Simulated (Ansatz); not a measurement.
**Relaxing 1T-MgBr2/h-BN heterobilayer (122 atoms)**

Aim: bring 1T-MgBr2/h-BN heterobilayer (122 atoms) to a nearby minimum of the energy and see what moves.

Method: Kohn-Sham DFT, LDA, PAW (set soft_2), plane waves, in Ansatz 0.2.0.

### 1. Set-up

The cell holds 122 atoms: 16 Mg, 32 Br, 37 B and 37 N. Cell: a = 15.256 Å, b = 15.256 Å, c = 20.370 Å, α = 90.0°, β = 90.0°, γ = 120.0°. It derives from MgBr2 and BN. 16 cells of 1T-MgBr2 (a = 3.82 Å, strained -0.16 %) and 37 cells of h-BN (a = 2.504 Å, +0.16 %) on one hexagonal cell, twist 25.28 deg; facing planes 3.37 Å apart; 14 Å of vacuum; displaced by a Gaussian of 0.01 Å. Regions: layer 1, 48 atoms (16 Mg and 32 Br); layer 2, 74 atoms (37 B and 37 N). Vacuum lies along c.

What the set-up can't give: The functional has no dispersion term, which matters for the binding between molecules or layers, where LDA binds through overlap of densities alone. Sampling is at Γ alone, for a cell whose shortest periodic width is 13 Å.

### 2. Single point at the start

The forces at the start show how far the geometry lies from a minimum of this functional.

input.yaml reads:

```yaml
crystal:
  lattice:
    - [15.2556, 0.0, 0.0]
    - [-7.6278, 13.21174, 0.0]
    - [0.0, 0.0, 20.37]
  atoms:
    - { symbol: Mg, position: [0.99895, 0.99885, 0.41726] }
    - { symbol: Br, position: [0.08271, 0.16718, 0.49048] }
    - { symbol: Br, position: [0.16718, 0.08355, 0.34349] }
    - { symbol: Mg, position: [0.00116, 0.2509, 0.41808] }
    [... 112 atom lines left out ...]
    - { symbol: B, position: [0.18177, 0.62862, 0.65608] }
    - { symbol: "N", position: [0.1744, 0.53059, 0.65629] }
    - { symbol: B, position: [0.29057, 0.81887, 0.65685] }
    - { symbol: "N", position: [0.28272, 0.72029, 0.65551] }
    - { symbol: B, position: [0.26288, 0.52067, 0.65666] }
    - { symbol: "N", position: [0.25436, 0.42152, 0.65547] }
kpoints:
  mp_grid: { grid: [1, 1, 1] }
hamiltonian:
  xc: lda
scf:
  occupations: { method: gaussian, width: 0.025 }
output:
  forces: true
  populations: true
  dos:
    method: { smearing: { sigma: 0.15 } }
    de: 0.1
    projected:
      site_lists:
        B: [B]
        Br: [Br]
        Mg: [Mg]
        "N": ["N"]
        layer_1: [0, 1, 2, 3, 4, 5, 6, 7, 8, 9, 10, 11, 12, 13, 14, 15, 16, 17, 18, 19, 20, 21, 22, 23, 24, 25, 26, 27, 28, 29, 30, 31, 32, 33, 34, 35, 36, 37, 38, 39, 40, 41, 42, 43, 44, 45, 46, 47]
        layer_2: [48, 49, 50, 51, 52, 53, 54, 55, 56, 57, 58, 59, 60, 61, 62, 63, 64, 65, 66, 67, 68, 69, 70, 71, 72, 73, 74, 75, 76, 77, 78, 79, 80, 81, 82, 83, 84, 85, 86, 87, 88, 89, 90, 91, 92, 93, 94, 95, 96, 97, 98, 99, 100, 101, 102, 103, 104, 105, 106, 107, 108, 109, 110, 111, 112, 113, 114, 115, 116, 117, 118, 119, 120, 121]
  eigenvalues: true
```

The run is started by

```bash
$ ansatz run input.yaml --threads 8 --pin off --max-ram 15872MiB --backend cpu --events-out ev --progress --plain --runs-dir out
```

Elapsed: 43 s, on 8 threads of Arm Neoverse V2, shared host; peak memory 4.8 GiB; 5.4 min of CPU time.

The run gave:

```
free energy                                      : -136173.3147 eV
free energy per atom                             : -1116.1747 eV/atom
SCF cycles                                       : 8
r.m.s. force component                           : 0.3814 eV/Å
longest force                                    : 1.694 eV/Å
Fermi energy                                     : 0.1061 eV
gap (highest filled to lowest empty level) : 3.696 eV
spilling of the projection                       : 0.008167
```

The r.m.s. force component of 0.38 eV/Å sets the starting point.

Length of the force by element:

| element | coordination | atoms | mean length of the force (eV/Å) | spread | least | most |
| --- | --- | --- | --- | --- | --- | --- |
| B | all | 37 | 0.793 | 0.354 | 0.179 | 1.69 |
| Br | all | 32 | 0.183 | 0.0465 | 0.0612 | 0.277 |
| Mg | all | 16 | 0.078 | 0.0459 | 0.0101 | 0.196 |
| N | all | 37 | 0.728 | 0.348 | 0.150 | 1.6 |

### 3. Relaxation

With the cell held, the atoms are moved downhill towards a nearby minimum.

input.yaml, the sections that differ from step 2:

```yaml
output:
  forces: true
relax:
  f_tol: 0.05
  max_steps: 114
# crystal, kpoints, hamiltonian, scf: as in step 2
```

The job ended after 66 s (8 threads; peak memory 4.7 GiB; 8.4 min of CPU time).

Step by step:

| step | energy less that of the first step (eV) | largest force component (eV/Å) |
| --- | --- | --- |
| 1 | 0.0000 | 1.4286 |
| 2 | -0.2993 | 0.7295 |
| 3 | -0.5135 | 0.0250 |
| 4 | -0.5135 | 0.0249 |

The atoms that moved most (Å):

| atom | dx | dy | dz | length |
| --- | --- | --- | --- | --- |
| Br44 | 0.018 | 0.015 | -0.059 | 0.064 |
| Br47 | -0.003 | -0.003 | -0.050 | 0.050 |
| Br36 | -0.016 | 0.009 | 0.045 | 0.049 |
| Br8 | -0.019 | -0.014 | -0.041 | 0.048 |
| Br15 | 0.013 | -0.006 | 0.045 | 0.047 |
| Br9 | -0.012 | -0.003 | 0.044 | 0.046 |
| Br42 | -0.001 | -0.016 | 0.041 | 0.044 |
| Br24 | -0.012 | -0.013 | 0.041 | 0.044 |

The relaxation changed the energy by -4.21 meV/atom, and atoms moved by 0.024 Å r.m.s., 0.064 Å at most.

### 4. Local order after relaxation

Bonds before and after, by the cutoffs listed below:

| pair | bonds before | bonds after | mean before (Å) | mean after (Å) | spread before (Å) | spread after (Å) |
| --- | --- | --- | --- | --- | --- | --- |
| B-N | 111 | 111 | 1.448 | 1.448 | 0.013 | 0.000 |
| Br-Mg | 96 | 96 | 2.665 | 2.648 | 0.013 | 0.002 |

Normalised to the volume that the atoms fill. g(r), total and by pair (bins of 0.2 Å):

| r (Å) | total | B-B | B-N | B-Br | B-Mg | N-N | N-Br |
| --- | --- | --- | --- | --- | --- | --- | --- |
| 1.40 | 4.93 | 0.00 | 26.80 | 0.00 | 0.00 | 0.00 | 0.00 |
| 1.60 | 0.00 | 0.00 | 0.00 | 0.00 | 0.00 | 0.00 | 0.00 |
| 1.80 | 0.00 | 0.00 | 0.00 | 0.00 | 0.00 | 0.00 | 0.00 |
| 2.00 | 0.00 | 0.00 | 0.00 | 0.00 | 0.00 | 0.00 | 0.00 |
| 2.20 | 0.00 | 0.00 | 0.00 | 0.00 | 0.00 | 0.00 | 0.00 |
| 2.40 | 0.00 | 0.00 | 0.00 | 0.00 | 0.00 | 0.00 | 0.00 |
| 2.60 | 4.38 | 17.10 | 0.00 | 0.00 | 0.00 | 17.10 | 0.00 |
| 2.80 | 1.21 | 0.00 | 6.60 | 0.00 | 0.00 | 0.00 | 0.00 |
| 3.00 | 0.00 | 0.00 | 0.00 | 0.00 | 0.00 | 0.00 | 0.00 |
| 3.20 | 0.00 | 0.00 | 0.00 | 0.00 | 0.00 | 0.00 | 0.00 |
| 3.40 | 0.11 | 0.00 | 0.00 | 0.38 | 0.00 | 0.00 | 0.33 |
| 3.60 | 0.49 | 0.00 | 0.00 | 0.52 | 0.00 | 0.00 | 0.57 |
| 3.80 | 2.44 | 0.00 | 7.45 | 0.59 | 0.00 | 0.00 | 0.59 |
| 4.00 | 0.15 | 0.00 | 0.00 | 0.46 | 0.00 | 0.00 | 0.49 |
| 4.20 | 0.15 | 0.00 | 0.00 | 0.52 | 0.00 | 0.00 | 0.42 |
| 4.40 | 1.23 | 5.80 | 0.00 | 0.50 | 0.00 | 5.80 | 0.53 |
| 4.60 | 0.54 | 0.00 | 0.00 | 0.43 | 0.00 | 0.00 | 0.46 |
| 4.80 | 0.16 | 0.00 | 0.00 | 0.47 | 0.14 | 0.00 | 0.47 |
| 5.00 | 1.07 | 4.32 | 0.00 | 0.43 | 0.86 | 4.32 | 0.41 |
| 5.20 | 1.13 | 0.00 | 3.99 | 0.38 | 0.84 | 0.00 | 0.44 |
| 5.40 | 0.26 | 0.00 | 0.00 | 0.41 | 0.77 | 0.00 | 0.33 |
| 5.60 | 0.24 | 0.00 | 0.00 | 0.36 | 0.61 | 0.00 | 0.42 |
| 5.80 | 0.53 | 0.00 | 1.64 | 0.37 | 0.84 | 0.00 | 0.29 |
| 6.00 | 0.71 | 0.00 | 0.00 | 0.33 | 0.72 | 0.00 | 0.46 |
| 6.20 | 0.19 | 0.00 | 0.00 | 0.33 | 0.56 | 0.00 | 0.25 |
| 6.40 | 0.81 | 0.00 | 2.72 | 0.58 | 0.72 | 0.00 | 0.64 |
| 6.60 | 1.71 | 4.96 | 0.00 | 0.66 | 0.57 | 4.96 | 0.59 |
| 6.80 | 0.29 | 0.00 | 0.00 | 0.63 | 0.66 | 0.00 | 0.60 |

Bonds by pair of elements; cutoffs follow the first minimum of g(r), held within bounds set by covalent radii, and pairs that aren't listed don't count as bonded:

| pair A-B | cutoff (Å) | bonds | mean length (Å) | spread (Å) | shortest (Å) | B about A | A about B |
| --- | --- | --- | --- | --- | --- | --- | --- |
| B-N | 1.82 | 111 | 1.45 | 0 | 1.45 | 3 | 3 |
| Br-Mg | 3.08 | 96 | 2.65 | 0.002 | 2.64 | 3 | 6 |

How many atoms have how many bonded neighbours:

| element | mean | 3 | 6 |
| --- | --- | --- | --- |
| B | 3 | 37 | 0 |
| Br | 3 | 32 | 0 |
| Mg | 6 | 0 | 16 |
| N | 3 | 37 | 0 |

Bond angles, per cent of each kind in bins of 5°:

| angle (°) | Br-Mg-Br | N-B-N | B-N-B | Mg-Br-Mg |
| --- | --- | --- | --- | --- |
| 85–90 | 40.0 | 0.0 | 0.0 | 0.0 |
| 90–95 | 40.0 | 0.0 | 0.0 | 100.0 |
| 95–100 | 0.0 | 0.0 | 0.0 | 0.0 |
| 100–105 | 0.0 | 0.0 | 0.0 | 0.0 |
| 105–110 | 0.0 | 0.0 | 0.0 | 0.0 |
| 110–115 | 0.0 | 0.0 | 0.0 | 0.0 |
| 115–120 | 0.0 | 48.6 | 52.3 | 0.0 |
| 120–125 | 0.0 | 51.4 | 47.7 | 0.0 |
| 125–130 | 0.0 | 0.0 | 0.0 | 0.0 |
| 130–135 | 0.0 | 0.0 | 0.0 | 0.0 |
| 135–140 | 0.0 | 0.0 | 0.0 | 0.0 |
| 140–145 | 0.0 | 0.0 | 0.0 | 0.0 |
| 145–150 | 0.0 | 0.0 | 0.0 | 0.0 |
| 150–155 | 0.0 | 0.0 | 0.0 | 0.0 |
| 155–160 | 0.0 | 0.0 | 0.0 | 0.0 |
| 160–165 | 0.0 | 0.0 | 0.0 | 0.0 |
| 165–170 | 0.0 | 0.0 | 0.0 | 0.0 |
| 170–175 | 0.0 | 0.0 | 0.0 | 0.0 |
| 175–180 | 20.0 | 0.0 | 0.0 | 0.0 |

Bond angles (no mean is given where the spread exceeds 20°):

| angle | count | mean (°) | spread (°) |
| --- | --- | --- | --- |
| Br-Mg-Br | 240 | - | - |
| N-B-N | 111 | 120 | 0 |
| B-N-B | 111 | 120 | 0 |
| Mg-Br-Mg | 96 | 92.1 | 0.1 |

With the cutoffs above, all B atoms have 3, all Br atoms have 3, all Mg atoms have 6 and all N atoms have 3 bonded neighbours.

### 5. Single point at the relaxed geometry

One more single point at the end of the walk gives the fuller output and checks the residual forces.

input.yaml reads:

```yaml
crystal:
  lattice:
    - [15.2556, 0.0, 0.0]
    - [-7.6278, 13.21174, 0.0]
    - [0.0, 0.0, 20.37]
  atoms:
    - { symbol: Mg, position: [0.99952, 0.99965, 0.41678] }
    - { symbol: Br, position: [0.08303, 0.1661, 0.4896] }
    - { symbol: Br, position: [0.16675, 0.08358, 0.34502] }
    - { symbol: Mg, position: [4.0e-05, 0.24996, 0.41772] }
    [... 112 atom lines left out ...]
    - { symbol: B, position: [0.18278, 0.62926, 0.65641] }
    - { symbol: "N", position: [0.17381, 0.53016, 0.65614] }
    - { symbol: B, position: [0.29089, 0.81844, 0.6562] }
    - { symbol: "N", position: [0.28187, 0.71934, 0.65621] }
    - { symbol: B, position: [0.26389, 0.52114, 0.65622] }
    - { symbol: "N", position: [0.25484, 0.42202, 0.65629] }
kpoints:
  mp_grid: { grid: [1, 1, 1] }
hamiltonian:
  xc: lda
scf:
  occupations: { method: gaussian, width: 0.025 }
output:
  forces: true
  populations: true
  dos:
    method: { smearing: { sigma: 0.15 } }
    de: 0.1
    projected:
      site_lists:
        B: [B]
        Br: [Br]
        Mg: [Mg]
        "N": ["N"]
        layer_1: [0, 1, 2, 3, 4, 5, 6, 7, 8, 9, 10, 11, 12, 13, 14, 15, 16, 17, 18, 19, 20, 21, 22, 23, 24, 25, 26, 27, 28, 29, 30, 31, 32, 33, 34, 35, 36, 37, 38, 39, 40, 41, 42, 43, 44, 45, 46, 47]
        layer_2: [48, 49, 50, 51, 52, 53, 54, 55, 56, 57, 58, 59, 60, 61, 62, 63, 64, 65, 66, 67, 68, 69, 70, 71, 72, 73, 74, 75, 76, 77, 78, 79, 80, 81, 82, 83, 84, 85, 86, 87, 88, 89, 90, 91, 92, 93, 94, 95, 96, 97, 98, 99, 100, 101, 102, 103, 104, 105, 106, 107, 108, 109, 110, 111, 112, 113, 114, 115, 116, 117, 118, 119, 120, 121]
  eigenvalues: true
  write_density: true
  write_potential: true
  volumetric_format: npy
```

Run time: 45 s. Hardware: 8 threads; peak memory 4.8 GiB.

The program notes that the exchange-correlation potential is rough where the density is thin.

Read from the output:

* free energy: -136173.8282 eV
* free energy per atom: -1116.1789 eV/atom
* SCF cycles: 8
* r.m.s. force component: 0.00604 eV/Å
* longest force: 0.02496 eV/Å
* Fermi energy: 0.09522 eV
* gap (highest filled to lowest empty level): 3.808 eV
* potential in mid-vacuum, over the Fermi level: 4.683 eV
* potential 4.5 Å over the upper face: 4.676 eV
* potential 4.5 Å under the lower face: 4.689 eV
* spilling of the projection: 0.008135

Löwdin charges by element (they lack the spilled electrons, 0.045 e an atom on average):

| element | coordination | atoms | mean charge (e) | spread | least | most |
| --- | --- | --- | --- | --- | --- | --- |
| B | all | 37 | 0.384 | 0.0013 | 0.381 | 0.386 |
| Br | all | 32 | -0.595 | 0.0089 | -0.604 | -0.586 |
| Mg | all | 16 | 1.40 | 0 | 1.40 | 1.40 |
| N | all | 37 | -0.325 | 2.0e-4 | -0.325 | -0.325 |

By region:

| region | atoms | mean length of the force (eV/Å) |
| --- | --- | --- |
| layer 1 | 48 | 0.007 |
| layer 2 | 74 | 0.011 |

States in the cell by windows of 1 eV, zero at the Fermi level; the larger projections on atomic orbitals stand beside the total:

| from (eV) | to (eV) | total | layer 2 | layer 1 | Br p | N p | B p | Mg s |
| --- | --- | --- | --- | --- | --- | --- | --- | --- |
| -18 | -17 | 17.5 | 17.3 | 0.0 | 0.0 | 0.9 | 4.9 | 0.0 |
| -17 | -16 | 41.4 | 18.1 | 23.0 | 0.2 | 0.6 | 6.3 | 2.8 |
| -16 | -15 | 65.1 | 24.1 | 40.7 | 0.2 | 0.4 | 9.2 | 0.5 |
| -15 | -11 | 0.0 | 0.0 | 0.0 | 0.0 | 0.0 | 0.0 | 0.0 |
| -11 | -10 | 1.4 | 1.4 | 0.0 | 0.0 | 1.0 | 0.1 | 0.0 |
| -10 | -9 | 34.6 | 34.2 | 0.0 | 0.0 | 22.4 | 5.7 | 0.0 |
| -9 | -8 | 0.3 | 0.3 | 0.0 | 0.0 | 0.2 | 0.0 | 0.0 |
| -8 | -7 | 35.9 | 35.6 | 0.0 | 0.0 | 23.4 | 5.8 | 0.0 |
| -7 | -6 | 37.2 | 25.0 | 11.7 | 9.2 | 15.3 | 8.8 | 2.3 |
| -6 | -5 | 68.5 | 26.5 | 41.1 | 36.2 | 17.3 | 8.1 | 3.7 |
| -5 | -4 | 88.3 | 42.2 | 44.7 | 44.3 | 28.7 | 12.3 | 0.3 |
| -4 | -3 | 99.2 | 17.5 | 80.7 | 80.5 | 12.7 | 4.5 | 0.1 |
| -3 | -2 | 38.8 | 28.0 | 10.5 | 10.4 | 22.7 | 5.3 | 0.0 |
| -2 | -1 | 9.8 | 9.6 | 0.1 | 0.1 | 8.7 | 0.9 | 0.0 |
| -1 | 1 | 0.0 | 0.0 | 0.0 | 0.0 | 0.0 | 0.0 | 0.0 |
| 1 | 2 | 1.6 | 0.0 | 1.4 | 0.2 | 0.0 | 0.0 | 0.9 |
| 2 | 3 | 8.3 | 0.4 | 5.1 | 1.1 | 0.0 | 0.3 | 3.8 |
| 3 | 4 | 76.7 | 33.7 | 18.9 | 5.0 | 5.0 | 27.7 | 12.6 |
| 4 | 5 | 42.0 | 6.3 | 1.3 | 0.6 | 0.8 | 3.6 | 0.6 |

Between -26 and -18 eV lie 14 more states.

About 128 of the 680 electrons lie in deeper levels, below the stored range.

The levels nearest the highest filled one (over half full), pooled over k-points and spins:

| level less the highest filled one (eV) | occupation |
| --- | --- |
| -0.0155 | 2 |
| -0.0129 | 2 |
| -0.0117 | 2 |
| -0.0035 | 2 |
| -0.0026 | 2 |
| 0 | 2 |
| 3.81 | 0 |
| 4.39 | 0 |
| 4.39 | 0 |
| 4.39 | 0 |
| 4.87 | 0 |
| 5.05 | 0 |

Planar average of the electrostatic potential energy along the normal, with the Fermi level as zero, after a running mean with a triangular window 4 Å wide at its base:

| height (Å) | potential energy (eV) |
| --- | --- |
| 0.0 | 4.68 |
| 0.6 | 4.68 |
| 1.1 | 4.69 |
| 1.7 | 4.69 |
| 2.3 | 4.69 |
| 2.8 | 4.69 |
| 3.5 | 4.68 |
| 4.1 | 4.62 |
| 4.7 | 4.25 |
| 5.2 | 3.01 |
| 5.8 | 0.89 |
| 6.4 | -1.76 |
| 6.9 | -4.36 |
| 7.5 | -5.75 |
| 8.1 | -6.39 |
| 8.6 | -6.61 |
| 9.2 | -6.11 |
| 9.8 | -5.27 |
| 10.5 | -2.66 |
| 11.0 | -0.44 |
| 11.6 | -0.32 |
| 12.2 | -2.31 |
| 12.7 | -5.34 |
| 13.3 | -7.46 |
| 13.9 | -6.04 |
| 14.4 | -2.59 |
| 15.0 | 1.04 |
| 15.6 | 3.69 |
| 16.1 | 4.53 |
| 16.7 | 4.65 |
| 17.4 | 4.67 |
| 18.0 | 4.68 |
| 18.5 | 4.68 |
| 19.1 | 4.68 |
| 19.7 | 4.68 |
| 20.2 | 4.68 |

Mean Löwdin charges: B +0.38, Br -0.60, Mg +1.40, N -0.32 e (they miss 0.81 % of the electrons, so they add up to more than the cell's charge). The largest share in the top eV of filled states is N p (71 % of the projected weight), and in the lowest eV of empty states Mg s (70 % of the projected weight). The potential stands 6.58 eV above the highest filled level over the upper face and 6.59 eV under the lower one, a reading of the ionisation potential at this level on the run's k-points.

### 6. Outcome

```json
{
 "energy change in the relaxation": "-4.209 meV/atom",
 "r.m.s. displacement": "0.024 Å",
 "largest displacement": "0.064 Å",
 "free energy per atom": "-1116.1789 eV/atom",
 "r.m.s. force component": "0.00604 eV/Å",
 "gap (highest filled to lowest empty level)": "3.808 eV",
 "potential in mid-vacuum, over the Fermi level": "4.683 eV",
 "wall time of the 3 DFT runs": "2.6 min"
}
```

**Reading.** Relaxation lowers the energy by 4.21 meV/atom and moves atoms by 0.024 Å r.m.s.; the r.m.s. force component goes from 0.38 to 0.0060 eV/Å, and the gap from 3.70 to 3.81 eV. By the final cutoffs no bond was broken or made. First to last step the energy falls by 0.514 eV; the largest move, 0.06 Å, is that of Br44. The Br-Mg bonds change most in mean length: from 2.665 Å (spread 0.013) to 2.648 Å (spread 0.002). With the cutoffs above, all B atoms have 3, all Br atoms have 3, all Mg atoms have 6 and all N atoms have 3 bonded neighbours. The highest filled and lowest empty levels differ by 3.81 eV at Γ alone; the mesh holds the band edges only if they fold onto it, so the gap at this level can be narrower or closed, while local or semilocal functionals tend to narrow gaps against experiment. The potential stands 6.58 eV above the highest filled level over the upper face and 6.59 eV under the lower one, a reading of the ionisation potential at this level on the run's k-points.

[Logs are printed without paths, hosts, clocks, repeated set-up lines and the standing remarks that a program may print on its own settings, such as how far it seeks lower states.]

[Hosts, paths, dates, database ids (printed as entryN), source tags and the programs' standing remarks are cut or masked in the printed files.]
